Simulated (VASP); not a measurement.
# CdSe (P6_3mc) in VASP: single point with PBE

Aim: the single point of CdSe with PBE.

All numbers are computed with VASP 6.6.1; they aren't measurements. Logs are shortened: lines on timing, memory, paths and dates and some standing lists are left out, and cuts for length are marked.

**Measured values to compare with.**

From a printed reference work, data compilation, for a bulk crystal of CdSe at 2 K: band gap 1.841 eV.

The runs below are set against these values where they give the same quantity.

**1. Starting point**

Symmetry: P6_3mc, No. 186, hexagonal system. The conventional cell has a = 4.298 Å, b = 4.298 Å, c = 7.015 Å, α = 90.00°, β = 90.00°, γ = 120.00°. Cd (site symmetry 3m) is surrounded by 4 Se at 2.63 Å. Se (site symmetry 3m) is surrounded by 4 Cd at 2.63 Å.

**2. Single point, PBE**

INCAR reads:

```
  PREC = Accurate
  ENCUT = 520
  EDIFF = 1E-6
  ISMEAR = 0
  SIGMA = 0.1
  LREAL = False
  LASPH = True
  NELM = 100
  ALGO = Normal
  ISIF = 2
  LWAVE = False
  LCHARG = True
  GGA = PE
  LELF = True
  LVHAR = True
  NBANDS = 26
```

KPOINTS reads:

```
Automatic mesh
0
Gamma
  6 6 4
```

POSCAR reads:

```
CdSe
1.0
    4.2984999142      0.0000000000      0.0000000000
   -2.1492499571      3.7226101239      0.0000000000
    0.0000000000      0.0000000000      7.0152000000
Cd Se
2 2
Direct
    0.6666666667      0.3333333333      0.0000000000
    0.3333333333      0.6666666667      0.5000000000
    0.6666666667      0.3333333333      0.3750000000
    0.3333333333      0.6666666667      0.8750000000
```

Potentials or basis: VASP PAW PBE potentials, release 64 (Cd, Se).

Started as:

```
cat potpaw_PBE.64/Cd/POTCAR potpaw_PBE.64/Se/POTCAR > POTCAR
mpirun -np 1 vasp_std > vasp.out
```

OUTCAR:

```text
PREC = Accurate
   ENCUT = 520
   EDIFF = 1E-6
   ISMEAR = 0
   LREAL = False
   LASPH = True
   NELM = 100
   ISIF = 2
   GGA = PE

 ion  position               nearest neighbor table
   1  0.667  0.333  0.000-   3 2.63   4 2.63   4 2.63   4 2.63
   2  0.333  0.667  0.500-   4 2.63   3 2.63   3 2.63   3 2.63
   3  0.667  0.333  0.375-   1 2.63   2 2.63   2 2.63   2 2.63
   4  0.333  0.667  0.875-   2 2.63   1 2.63   1 2.63   1 2.63

  LATTYP: Found a hexagonal cell.
 ALAT       =     4.2984999142
 C/A-ratio  =     1.6320111993

  Lattice vectors:

 A1 = (   4.2984999142,   0.0000000000,   0.0000000000)
 A2 = (  -2.1492499571,   3.7226101239,   0.0000000000)
 A3 = (   0.0000000000,   0.0000000000,   7.0152000000)

Analysis of symmetry for initial positions (statically):
=====================================================================
 Subroutine PRICEL returns:
 Original cell was already a primitive cell.

 Routine SETGRP: Setting up the symmetry group for a
 hexagonal supercell.

 Subroutine GETGRP returns: Found 12 space group operations
 (whereof  6 operations were pure point group operations)
 out of a pool of 24 trial point group operations.

The static configuration has the point symmetry C_3v.
 The point group associated with its full space group is C_6v.

Analysis of symmetry for dynamics (positions and initial velocities):
=====================================================================
 Subroutine PRICEL returns:
 Original cell was already a primitive cell.

 Routine SETGRP: Setting up the symmetry group for a
 hexagonal supercell.

 Subroutine GETGRP returns: Found 12 space group operations
 (whereof  6 operations were pure point group operations)
 out of a pool of 24 trial point group operations.

The dynamic configuration has the point symmetry C_3v.
 The point group associated with its full space group is C_6v.

 Subroutine INISYM returns: Found 12 space group operations
 (whereof  6 operations are pure point group operations),
 and found     1 'primitive' translations

----------------------------------------------------------------------------------------

                                     Primitive cell

  volume of cell :     112.2547

  direct lattice vectors                    reciprocal lattice vectors
     4.298499914  0.000000000  0.000000000     0.232639297  0.134314361  0.000000000
    -2.149249957  3.722610124  0.000000000     0.000000000  0.268628722  0.000000000
     0.000000000  0.000000000  7.015200000     0.000000000  0.000000000  0.142547611

  length of vectors
     4.298499914  4.298499914  7.015200000     0.268628722  0.268628722  0.142547611

  position of ions in fractional coordinates (direct lattice)
     0.666666667  0.333333333  0.000000000
     0.333333333  0.666666667  0.500000000
     0.666666667  0.333333333  0.375000000
     0.333333333  0.666666667  0.875000000

  ion indices of the primitive-cell ions
   primitive index   ion index
                 1           1
                 2           2
                 3           3
                 4           4

----------------------------------------------------------------------------------------

 KPOINTS: Automatic mesh

Automatic generation of k-mesh.
 Grid dimensions read from file:
 generate k-points for:    6    6    4

 Generating k-lattice:

  Cartesian coordinates                     Fractional coordinates (reciprocal lattice)
     0.038773216  0.022385727  0.000000000     0.166666667  0.000000000  0.000000000
     0.000000000  0.044771454  0.000000000     0.000000000  0.166666667  0.000000000
     0.000000000  0.000000000  0.035636903     0.000000000  0.000000000  0.250000000

  Length of vectors
     0.044771454  0.044771454  0.035636903

  Shift w.r.t. Gamma in fractional coordinates (k-lattice)
     0.000000000  0.000000000  0.000000000

 Subroutine IBZKPT returns following result:
 ===========================================

 Found     21 irreducible k-points:

 Following reciprocal coordinates:
            Coordinates               Weight
  0.000000  0.000000  0.000000      1.000000
  0.166667  0.000000  0.000000      6.000000
  0.333333  0.000000  0.000000      6.000000
  0.500000  0.000000  0.000000      3.000000
  0.166667  0.166667  0.000000      6.000000
  0.333333  0.166667  0.000000     12.000000
[... 13 lines left out ...]
  0.333333  0.166667  0.500000     12.000000
  0.333333  0.333333  0.500000      2.000000
   k-points           NKPTS =     21   k-points in BZ     NKDIM =     21   number of bands    NBANDS=     26
   number of dos      NEDOS =    301   number of ions     NIONS =      4
   total plane-waves  NPLWV =  55296
   dimension x,y,z NGX =    32 NGY =   32 NGZ =   54
   dimension x,y,z NGXF=    64 NGYF=   64 NGZF=  108
   ions per type =               2   2
   NGX,Y,Z   is equivalent  to a cutoff of  12.38, 12.38, 12.80 a.u.
   NGXF,Y,Z  is equivalent  to a cutoff of  24.75, 24.75, 25.59 a.u.
 SYSTEM =  unknown system
   PREC   = accura    normal or accurate (medium, high low for compatibility)
   ISTART =      0    job   : 0-new  1-cont  2-samecut
   ICHARG =      2    charge: 1-file 2-atom 10-const
   ISPIN  =      1    spin polarized calculation?
   LNONCOLLINEAR =      F non collinear calculations
   LSORBIT =      F    spin-orbit coupling
   LASPH  =      T    aspherical Exc in radial PAW
   ENCUT  =  520.0 eV  38.22 Ry    6.18 a.u.   7.99  7.99 13.04*2*pi/ulx,y,z
   NELM   =    100;   NELMIN=  2; NELMDL= -5     # of ELM steps
   EDIFF  = 0.1E-05   stopping-criterion for ELM
   LREAL  =      F    real-space projection
   EDIFFG = 0.1E-04   stopping-criterion for IOM
   NSW    =      0    number of steps for IOM
   IBRION =     -1    ionic relax: 0-MD 1-quasi-New 2-CG
   NFREE  =      0    steps in history (QN), initial steepest desc. (CG)
   ISIF   =      2    stress and relaxation
   ISYM   =      2    0-nonsym 1-usesym 2-fastsym
   POTIM  = 0.5000    time-step for ionic-motion
   TEBEG  =    0.0;   TEEND  =   0.0 temperature during run
   PSTRESS=    0.0 pullay stress
   NELECT =      36.0000    total number of electrons
   NUPDOWN=      -1.0000    fix difference up-down
   EMIN   =  10.00;   EMAX   =-10.00  energy-range for DOS
   EFERMI =   0.00;   METHOD = LEGACY
   ISMEAR =     0;   SIGMA  =   0.10  broadening in eV -4-tet -1-fermi 0-gaus
   EFERMI_NEDOS =   21; number of points for ismear=-14 and -15
   IALGO  =     38    algorithm
   IMIX   =      4    mixing-type and parameters
     AMIX     =   0.40;   BMIX     =  1.00
     AMIX_MAG =   1.60;   BMIX_MAG =  1.00
  volume/ion in A,a.u.               =      28.06       189.38
  Fermi-wavevector in a.u.,A,eV,Ry     =   1.120575  2.117579 17.084668  1.255688
  Thomas-Fermi vector in A             =   2.257222
   LORBIT       =      0    0 simple, 1 ext, 2 COOP (PROOUT), +10 PAW based schemes
   GGA     = PE    functional components
   LHFCALC =     F    Hartree Fock is set to
   AEXX    =    0.0000 exact exchange contribution
   IVDW    =     0    specifies the selected vdW correction
   LEPSILON=     F    determine dielectric tensor
   LRPA    =     F    only Hartree local field effects (RPA)
 non-spin polarized calculation
 Gauss-broadening in eV      SIGMA  =   0.10
  energy-cutoff  :      520.00
  volume of cell :      112.25
 maximum number of plane-waves:      3042
 NGX is ok and might be reduce to    32
   NGX = 15   NGY = 15   NGZ = 27

 number of electron      35.9999998 magnetization

 Free energy of the ion-electron system (eV)
  ---------------------------------------------------
  ext. energy  EPLUGINS =         0.00000000
  ---------------------------------------------------
  free energy    TOTEN  =       -10.91847281 eV

  energy without entropy =      -10.91847280  energy(sigma->0) =      -10.91847281

 E-fermi :   1.3070     XC(G=0):  -8.8896

 val. band max:        0.9679638039   @ k =   0.0000   0.0000   0.0000
 cond. band min:       1.6359735274   @ k =   0.0000   0.0000   0.0000
 fundamental gap:      0.6680097235
 Fermi energy:         1.3070003747

 k-point     1 :       0.0000    0.0000    0.0000
  band No.  band energies     occupation
      1     -11.6475      2.00000
      2     -11.2670      2.00000
      3      -6.9746      2.00000
      4      -6.9625      2.00000
      5      -6.9625      2.00000
      6      -6.8931      2.00000
[... 18 lines left out ...]
     25       7.9946      0.00000
     26       8.6936      0.00000

 k-point     2 :       0.1667    0.0000    0.0000
  band No.  band energies     occupation
      1     -11.5645      2.00000
      2     -11.2301      2.00000
      3      -6.9479      2.00000
      4      -6.9341      2.00000
      5      -6.8993      2.00000
      6      -6.8548      2.00000
[... 18 lines left out ...]
     25       8.2470      0.00000
     26       8.6239      0.00000

 k-point     3 :       0.3333    0.0000    0.0000
  band No.  band energies     occupation
      1     -11.3835      2.00000
      2     -11.1680      2.00000
      3      -6.9030      2.00000
      4      -6.8896      2.00000
      5      -6.7870      2.00000
      6      -6.7715      2.00000
[... 18 lines left out ...]
     25       8.8004      0.00000
     26       9.2155      0.00000

 k-point     4 :       0.5000    0.0000    0.0000
  band No.  band energies     occupation
      1     -11.2749      2.00000
      2     -11.1537      2.00000
      3      -6.8879      2.00000
      4      -6.8753      2.00000
      5      -6.7337      2.00000
      6      -6.7213      2.00000
[... 18 lines left out ...]
     25       8.9280      0.00000
     26      10.6932      0.00000
[... 409 lines left out ...]
      1     -11.3014      2.00000
      2     -11.3014      2.00000
      3      -6.8657      2.00000
      4      -6.8657      2.00000
      5      -6.8436      2.00000
      6      -6.8436      2.00000
[... 18 lines left out ...]
     25       8.4781      0.00000
     26       8.4781      0.00000

 k-point    20 :       0.3333    0.1667    0.5000
  band No.  band energies     occupation
      1     -11.2080      2.00000
      2     -11.2080      2.00000
      3      -6.8415      2.00000
      4      -6.8415      2.00000
      5      -6.8079      2.00000
      6      -6.8079      2.00000
[... 18 lines left out ...]
     25       8.9567      0.00000
     26       8.9567      0.00000

 k-point    21 :       0.3333    0.3333    0.5000
  band No.  band energies     occupation
      1     -11.1776      2.00000
      2     -11.1776      2.00000
      3      -6.8195      2.00000
      4      -6.8195      2.00000
      5      -6.8072      2.00000
      6      -6.8072      2.00000
[... 18 lines left out ...]
     25       9.8081      0.00000
     26       9.8389      0.00000

------------------------ aborting loop because EDIFF is reached ----------------------------------------

  FORCE on cell =-STRESS in cart. coord.  units (eV):
  Direction    XX          YY          ZZ          XY          YZ          ZX
  --------------------------------------------------------------------------------------
  -------------------------------------------------------------------------------------
  Total        2.2798022      2.2798022      2.4082943      0.0000000      0.0000000      0.0000000
  in kB       32.5389266     32.5389266     34.3728549      0.0000000      0.0000000      0.0000000
  external PRESSURE =      33.1502360 kB  Pullay stress =       0.0000000 kB

 VOLUME and BASIS-vectors are now :
 -----------------------------------------------------------------------------
  energy-cutoff  :      520.00
  volume of cell :      112.25
      direct lattice vectors                 reciprocal lattice vectors
     4.298499914  0.000000000  0.000000000     0.232639297  0.134314361  0.000000000
    -2.149249957  3.722610124  0.000000000     0.000000000  0.268628722  0.000000000
     0.000000000  0.000000000  7.015200000     0.000000000  0.000000000  0.142547611

 POSITION                                       TOTAL-FORCE (eV/Angst)
 -----------------------------------------------------------------------------------
      2.14925      1.24087      0.00000        -0.000000      0.000000     -0.019954
     -0.00000      2.48174      3.50760        -0.000000     -0.000000     -0.019954
      2.14925      1.24087      2.63070        -0.000000     -0.000000      0.019954
     -0.00000      2.48174      6.13830         0.000000      0.000000      0.019954
 -----------------------------------------------------------------------------------
    total drift:                               -0.000000     -0.000000      0.000056

  FREE ENERGIE OF THE ION-ELECTRON SYSTEM (eV)
  ---------------------------------------------------
  free  energy   TOTEN  =       -10.9184728145 eV

  energy  without entropy=      -10.9184727986  energy(sigma->0) =      -10.91847281
```

It took 24 s on 1 thread of Intel Xeon 6975P-C (Granite Rapids), shared host; peak memory 0.24 GiB.

What came out:

| Quantity | Value |
| --- | --- |
| Free energy | -10.9185 eV |
| Pressure | 3.3 GPa |
| Largest force | 0.020 eV/Å |
| Band gap on the k mesh | 0.67 eV, direct |

Forces on the atoms (eV/Å):
```
Cd   0.000  0.000 -0.020
Cd   0.000  0.000 -0.020
Se   0.000  0.000  0.020
Se   0.000  0.000  0.020
```

Stress tensor (GPa, compression positive):
```
3.25 0.00 0.00
0.00 3.25 0.00
0.00 0.00 3.44
```

Levels at points of the mesh, in eV from the valence-band top:
| k point | band 16 | band 17 | band 18 | band 19 | band 20 | band 21 |
| --- | --- | --- | --- | --- | --- | --- |
| (0.00, 0.00, 0.00) | -0.05 | 0.00 | 0.00 | 0.67 | 2.21 | 5.86 |
| (0.50, 0.00, 0.00) | -1.87 | -1.35 | -0.76 | 3.22 | 3.33 | 4.76 |
| (0.00, 0.00, 0.50) | -0.40 | -0.40 | -0.40 | 2.38 | 2.38 | 5.86 |
| (0.50, 0.00, 0.50) | -1.38 | -1.35 | -1.35 | 2.93 | 2.93 | 4.85 |

Caveat: the cell's inner coordinates are idealised or old, which leaves forces on the atoms.

**3. Against experiment**

Step 2. Measured gap of CdSe: 1.841 eV (2 K; a printed reference work, data compilation). This calculation gives 0.67 eV (-1.17 eV). So large a miss can be the level of theory's own, or it may mean another phase, state or a wrong row. Spin-orbit coupling on Cd, Se is left out. The value is that of PBE, without temperature or zero-point motion. Semilocal functionals fall short of measured gaps as a rule.
